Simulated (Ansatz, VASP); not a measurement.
One calculation of WSe2, two programs

INCAR

```
PREC = Accurate
ENCUT = 520
EDIFF = 1E-7
ISMEAR = 0
SIGMA = 0.05
LREAL = F
LASPH = T
NELM = 80
ALGO = Normal
ISIF = 2
LWAVE = F
LCHARG = T
GGA = CA
LELF = T
LVHAR = T
NBANDS = 20
```

KPOINTS

```
Automatic mesh
0
Gamma
  9 9 2
```

The input POSCAR:

```
WSe2
1.0
    3.1174922976      0.0000000000      0.0000000000
   -1.5587461488      2.6998275258      0.0000000000
    0.0000000000      0.0000000000     16.6603124568
W Se
1 2
Direct
    0.0000000000      0.0000000000     -0.0010313462
    0.3333333333      0.6666666667      0.1011284861
    0.3333333333      0.6666666667      0.9012724293
```

Input for Ansatz:

```yaml
crystal:
  lattice:
    - [3.1174922976, 0.0, 0.0]
    - [-1.5587461488, 2.6998275258, 0.0]
    - [0.0, 0.0, 16.6603124568]
  atoms:
    - { symbol: W, position: [0.0, 0.0, -0.0010313462] }
    - { symbol: Se, position: [0.3333333333, 0.6666666667, 0.1011284861] }
    - { symbol: Se, position: [0.3333333333, 0.6666666667, 0.9012724293] }
basis:
  ecutwfc: 420
kpoints:
  mp_grid: { grid: [9, 9, 2] }
hamiltonian:
  xc: lda
  pseudopotentials: { kind: paw, azcp: { folder: soft_1 } }
scf:
  occupations: { method: gaussian, width: 0.05 }
output:
  forces: true
  stress: true
  eigenvalues: true
```

Change from the starting cell: mode 9 frozen in at -0.020 Å, equal normal strain along x and y -0.0400.

Alike in both runs: task single point; functional LDA; k mesh 9 × 9 × 2; occupations gaussian, width 0.05 eV; no spin polarisation.

```csv
,VASP,Ansatz
version,VASP 6.6.1,Ansatz 0.2.0
potentials or method,"VASP PAW LDA potentials, release 64 (W_sv, Se)","scalar-relativistic, plane waves, PAW"
plane-wave cutoff (eV),520,420
valence electrons in the cell,26,46
```

|  | VASP | Ansatz | Ansatz less VASP |
| --- | --- | --- | --- |
| gap on the k mesh at the Fermi level (eV) | 1.73 | 1.73 | -0.006 |
| least direct gap on the mesh (eV) | 2.26 | 2.26 | -0.002 |
| rms of the force components (eV/Å) | 0.807 | 0.759 | -0.0478 |

Atom by atom the forces differ by 0.062 eV/Å (rms over components). The two sets of potentials don't hold the same shells in valence. Ansatz warned: «pseudo_functional_mismatch».

Caveats: spin-orbit coupling is left out, which moves the levels of the heavy elements.
